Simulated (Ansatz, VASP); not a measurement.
## Ti in VASP and in Ansatz

File INCAR:

```
SYSTEM = Ti
PREC = Accurate
ENCUT = 520
EDIFF = 1E-7
ISMEAR = -1
SIGMA = 0.05
LREAL = .FALSE.
LASPH = .TRUE.
NELM = 60
ALGO = Normal
ISIF = 2
LWAVE = .FALSE.
LCHARG = .FALSE.
GGA = PS
NBANDS = 12
```

Contents of KPOINTS:

```
Automatic mesh
0
G
  11 11 11
  0 0 0
```

Contents of POSCAR:

```
Ti
1.0
   -1.6625945817      1.6625945817      1.6625945817
    1.6625945817     -1.6625945817      1.6625945817
    1.6625945817      1.6625945817     -1.6625945817
Ti
1
Direct
    0.0000000000      0.0000000000      0.0000000000
```

The input input.yaml:

```yaml
crystal:
  lattice:
    - [-1.6625945817, 1.6625945817, 1.6625945817]
    - [1.6625945817, -1.6625945817, 1.6625945817]
    - [1.6625945817, 1.6625945817, -1.6625945817]
  atoms:
    - { symbol: Ti, position: [0.0, 0.0, 0.0] }
hamiltonian:
  xc: pbesol
  pseudopotentials: { kind: paw }
kpoints:
  mp_grid: { grid: [11, 11, 11] }
scf:
  occupations: { method: fermi_dirac, width: 0.05 }
output:
  forces: true
  stress: true
  eigenvalues: true
```

Change from the starting cell: volume scaled by 1.04.

Alike in both runs: task single point; functional PBEsol; k mesh 11 × 11 × 11; occupations fermi-dirac, width 0.05 eV; no spin polarisation.

```csv
,VASP,Ansatz
version,VASP 6.6.1,Ansatz 0.2.0
potentials or method,"VASP PAW PBE potentials, release 64 (Ti_sv)",Ansatz PAW
plane-wave cutoff (eV),520,420
valence electrons in the cell,12,12
```

Ansatz gave:

| Quantity | Value |
| --- | --- |
| gap on the k mesh at the Fermi level (eV) | none |
| pressure (GPa) | -10.0 |

Q: What did VASP give for the same quantities?

A: gap on the k mesh at the Fermi level (eV): none; pressure (GPa): -10.1.

A gap of «none» marks a metal or a gap that the smearing closes. The functional is the same, so the differences come from potentials, cutoffs and numerics.

Caveats: the PAW data sets were made with another functional, which shifts forces and pressure a little (VASP); the PAW data sets come from PBE, with cores solved anew for the run's functional, which leaves a small shift of forces and pressure (Ansatz).
